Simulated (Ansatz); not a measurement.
Crystal: CuO.

```
Cu O
1.0
     1.99097   -2.15355    0.00000
     1.99097    2.15355    0.00000
     0.00000    0.00000    5.15593
Cu O
2 2
Direct
  0.50000 0.00000 0.00000
  0.00000 0.50000 0.50000
  0.50000 0.50000 0.25000
  0.50000 0.50000 0.75000
```

Measurements of this composition are mostly on another form, of space group No. 15.

```yaml
Program: Ansatz 0.2.0
Task: relaxation of cell and atoms
Functional: PBEsol
Potentials_or_basis: all-electron LAPW, scalar-relativistic
Basis_error_allowed: 0.002 eV/atom
k_mesh: 7 × 7 × 4
Occupations: fermi-dirac, width 0.05 eV
Spin: no spin polarisation
```

At the start: volume 11.05 Å³/atom.

Question: Where does the relaxation end?

Answer: Over 6 steps the energy falls by 9.4 meV/atom and the volume is 10.66 Å³/atom (-3.5 %); space group P4_2/mmc (No. 131, to 0.05 Å).

The path:
| step | energy change (eV) | largest force (eV/Å) | volume (Å³) |
| --- | --- | --- | --- |
| 1 | 0.0000 | 0.0000 | 44.21 |
| 2 | -0.0244 | 0.0000 | 43.41 |
| 3 | -0.0348 | 0.0000 | 42.50 |
| 4 | -0.0373 | 0.0000 | 42.65 |
| 5 | -0.0373 | 0.0000 | 42.65 |
| 6 | -0.0376 | 0.0000 | 42.65 |

Final structure:
```xyz
4
Lattice="2.0392 -2.0526 0.0000 2.0392 2.0526 0.0000 0.0000 0.0000 5.0946" Properties=species:S:1:pos:R:3 pbc="T T T"
Cu    1.0196   -1.0263    0.0000
Cu    1.0196    1.0263    2.5473
O     2.0392    0.0000    1.2736
O     2.0392    0.0000    3.8209
```

Caveat: the k mesh is thin for a metal, which can move the energy by tens of meV per atom; the run has no spin polarisation, though such a crystal can be magnetic.
